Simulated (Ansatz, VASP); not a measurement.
**Pd: VASP beside Ansatz**

```
Pd
1.0
     0.00000    2.39763    2.39763
     2.39763    0.00000    2.39763
     2.39763    2.39763    0.00000
Pd
2
Cartesian
  -0.5994 -0.5994 -0.5994
  0.5994 0.5994 0.5994
```

Change from the starting cell: volume scaled by 0.6, LAPW.

Alike in both runs: task single point; functional PBEsol; k mesh 12 × 12 × 12; occupations fermi-dirac, width 0.05 eV; no spin polarisation.

|  | VASP | Ansatz |
| --- | --- | --- |
| version | VASP 6.6.1 | Ansatz 0.2.0 |
| potentials or method | VASP PAW PBE potentials, release 64 (Pd), cutoff 520 eV | all-electron LAPW, scalar-relativistic |

Ansatz gave:

| Property | Result |
| --- | --- |
| pressure (GPa) | 162.6 |

Question: Estimate VASP's values.

Answer: Pressure (GPa): 148.6.

Ansatz ran all-electron here, so the differences hold the error of VASP's frozen core and of both bases.

Caveats: the cell as given lies far from equilibrium; so large a pressure means that the cell lies far from this level's equilibrium, or that cutoff or potentials fall short (VASP); the potentials were made for another functional, which shifts forces and pressure (VASP).
